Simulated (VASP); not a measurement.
**H12CO5: single point with LDA**

H12CO5:

```
CELL_PARAMETERS angstrom
5.71848 0.00000 0.00000
0.00000 5.71848 0.00000
0.00000 0.00000 5.71848
ATOMIC_POSITIONS crystal
O 0.29940 0.65551 0.14028
O 0.60476 0.98564 0.09935
O 0.08515 0.60556 0.64069
O 0.34577 0.25914 0.34539
O 0.78829 0.23503 0.73039
H 0.43062 0.78115 0.10615
H 0.22536 0.65519 0.98961
H 0.53243 0.12091 0.19360
H 0.70010 0.04751 0.96748
H 0.97977 0.73777 0.60659
H 0.17877 0.60317 0.49198
H 0.34166 0.42008 0.28011
H 0.20827 0.20208 0.26864
H 0.43485 0.32306 0.74800
H 0.93822 0.31589 0.70248
H 0.63772 0.48829 0.93812
H 0.63701 0.55275 0.64080
C 0.61312 0.39857 0.75821
```

The cell was built by a generator and needn't be a form met in nature.

```yaml
Program: VASP 6.6.1
Task: single point
Functional: LDA
Potentials_or_basis: VASP PAW LDA potentials, release 64 (O, H, C)
Cutoff: 520 eV
k_mesh: 1 × 1 × 1
Occupations: fermi-dirac, width 0.02 eV
Spin: no spin polarisation
Dipole_correction: no
Further_INCAR_settings: LREAL = Auto; ALGO = Fast; EDIFF = 1e-06; NBANDS = 38
```

```
Pressure               : -0.9 GPa
Largest force          : 2.980 eV/Å
Band gap on the k mesh : 3.85 eV, direct
```

Forces on the atoms (eV/Å):
```
O    1.155  1.034  0.535
O    0.042  0.041  0.138
O    0.124  0.507 -0.864
O    0.425 -0.128  0.531
O    0.192 -1.531 -0.319
H   -0.128 -0.177  0.657
H   -0.871 -0.458 -1.032
H    0.120 -0.555 -0.243
H   -0.195  0.115 -0.036
H    0.005 -0.204  0.342
H   -0.230 -0.173  0.632
H    0.480  0.967 -0.576
H   -0.992 -0.932 -0.272
H    0.319 -0.096 -0.202
H    0.088  0.416 -0.094
H   -0.523 -0.656 -0.781
H   -0.345 -0.381 -0.388
C    0.334  2.210  1.971
```

Stress tensor (GPa, compression positive):
```
-0.67 -0.98  0.79
-0.98 -0.31  0.83
 0.79  0.83 -1.74
```

Levels at points of the mesh, in eV from the valence-band top:
```csv
k point,band 21,band 22,band 23,band 24,band 25,band 26
"(0.00, 0.00, 0.00)",-1.21,-0.71,0.00,3.85,6.79,7.37
```

It took 7.9 s on 1 thread of Intel(R) Xeon(R) 6975P-C (Granite Rapids) (shared host), peak memory 0.23 GiB.

Expect the measured gap to be larger: semilocal functionals such as LDA lack the derivative discontinuity.
